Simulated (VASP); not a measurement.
Wanted: the native input for a VASP 6.6.1 run.

* Task: relaxation of the atoms
* Functional: PBEsol
* Potentials or basis: VASP PAW PBE potentials, release 64 (Si, Ni)
* Cutoff: 600 eV
* k mesh: 8 × 8 × 8
* Occupations: methfessel-paxton, width 0.1 eV
* Spin: no spin polarisation
* Further INCAR settings: ALGO = Normal; EDIFF = 1e-07; IBRION = 2; EDIFFG = -0.01; NSW = 40

The structure of SiNi lies in POSCAR:

```
SiNi                                    
1.0
    4.3779299428      0.0000000000      0.0000000000
    0.0000000000      4.3779299428      0.0000000000
    0.0000000000      0.0000000000      4.3779299428
  Si              Ni            
     4     4
Direct
     0.6535664262414521    0.1535664262414521    0.3464335737585479
     0.1535664262414521    0.3464335737585479    0.6535664262414521
     0.3464335737585479    0.6535664262414521    0.1535664262414521
     0.8464335737585479    0.8464335737585479    0.8464335737585479
     0.3508353380888019    0.8508353380888019    0.6491646619111981
     0.8508353380888019    0.6491646619111981    0.3508353380888019
     0.6491646619111981    0.3508353380888019    0.8508353380888019
     0.1491646619111981    0.1491646619111981    0.1491646619111981
```

The cell is a database's computed one.

The cell isn't the ideal one: a relaxed cell with its volume scaled by 0.94.

One way to write it, as run:

INCAR

```
  PREC = Accurate
  ENCUT = 600
  EDIFF = 1E-7
  ISMEAR = 1
  SIGMA = 0.1
  LREAL = False
  LASPH = True
  NELM = 80
  ALGO = Normal
  ISIF = 2
  LWAVE = False
  LCHARG = False
  GGA = PS
  IBRION = 2
  NSW = 40
  EDIFFG = -0.01
  KPAR = 4
```

KPOINTS

```
Automatic mesh
0
Gamma
  8 8 8
```

Potentials or basis: VASP PAW PBE potentials, release 64 (Si, Ni).

Command:

```console
$ cat potpaw_PBE.64/Si/POTCAR potpaw_PBE.64/Ni/POTCAR > POTCAR
$ mpirun -np 4 vasp_std > vasp.out
```

It gave:

- Energy gained by relaxing: 0.1 meV/atom
- Ionic steps: 4
- Pressure after relaxing: 14.4 GPa
- Largest force after relaxing: 0.004 eV/Å
- Band gap on the k mesh: none (metal or under the smearing width)

Caveat: the PAW data sets were made with another functional, which shifts forces and pressure a little.

Run time: 62 s on 4 MPI ranks on Intel(R) Xeon(R) 6975P-C (Granite Rapids), on a shared host, peak memory 0.29 GiB a rank.
